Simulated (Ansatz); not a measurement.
Runs of Ansatz 0.2.0 on Pd. Symmetry: Fm-3m, No. 225, cubic system. The conventional cell has a = 3.893 Å, b = 3.893 Å, c = 3.893 Å, α = 90.00°, β = 90.00°, γ = 90.00°. Pd (site symmetry m-3m) has 12 Pd at 2.75 Å as nearest neighbours. 

| task | level | spin | cell | k mesh | smearing | mesh quality | gap on the mesh (eV) | pressure (GPa) | relaxed volume (Å³/atom) |
| --- | --- | --- | --- | --- | --- | --- | --- | --- | --- |
| relaxation of cell and atoms | revPBE+D4 | off | relaxed | 12 × 12 × 12 | fermi-dirac 0.05 eV | not flagged | none | 0.0 | (a) |
| single point | PBE0 | SOC, no magnetisation | as given | 5 × 5 × 5 | fermi-dirac 0.05 eV | coarse | none | 7.8 | - |
| relaxation of cell and atoms | B3LYP | off | relaxed | 6 × 6 × 6 | fermi-dirac 0.05 eV | coarse | none | 0.0 | 15.70 |
| relaxation of cell and atoms | PBE+D4 | off | relaxed | 12 × 12 × 12 | fermi-dirac 0.05 eV | not flagged | - | 0.0 | 14.90 |
| relaxation of cell and atoms | PBEsol+D4 | off | relaxed | 12 × 12 × 12 | fermi-dirac 0.05 eV | not flagged | - | 0.0 | 14.33 |
| single point | PBE | off | as given | 12 × 12 × 12 | gaussian 0.026 eV | not flagged | none | 6.9 | - |
| relaxation of cell and atoms | PBEsol+D3(BJ) | off | relaxed | 12 × 12 × 12 | fermi-dirac 0.05 eV | not flagged | none | 0.0 | 14.05 |
| relaxation of cell and atoms | RPBE+D3(BJ) | off | relaxed | 12 × 12 × 12 | fermi-dirac 0.05 eV | not flagged | - | 0.0 | 12.93 |
| relaxation of cell and atoms | revPBE+D3(BJ) | off | relaxed | 12 × 12 × 12 | fermi-dirac 0.05 eV | not flagged | - | 0.0 | (b) |
| relaxation of cell and atoms | RPBE+D4 | off | relaxed | 12 × 12 × 12 | fermi-dirac 0.05 eV | not flagged | - | 0.0 | 14.91 |
| relaxation of cell and atoms | PBE+D3(BJ) | off | relaxed | 12 × 12 × 12 | fermi-dirac 0.05 eV | not flagged | - | 0.0 | 14.70 |
| single point | B3LYP | off | as given | 6 × 6 × 6 | fermi-dirac 0.05 eV | coarse | none | 11.2 | - |

Alike in all rows: potentials or basis Ansatz PAW; cutoff (eV) 420.

Problem. Fill in the values left out.

Solution. (a) 14.88; (b) 14.43.

Caveats: some runs use coarse meshes; the plane-wave basis is chosen anew once the cell has moved, so the energies of steps on either side of that aren't comparable (some runs); the PAW data sets come from PBE, with cores solved anew for the run's functional, which leaves a small shift of forces and pressure (some runs); pairwise dispersion overbinds metals, which lowers pressure and volume (some runs); the thresholds are loose for stress (some runs); the volume moved by -12 % from the deposited cell, more than functionals usually miss (some runs).

A k mesh can miss the band edges, and rows without SOC leave out spin-orbit coupling on Pd.

A gap of «none» marks a metal or a gap under the smearing width.
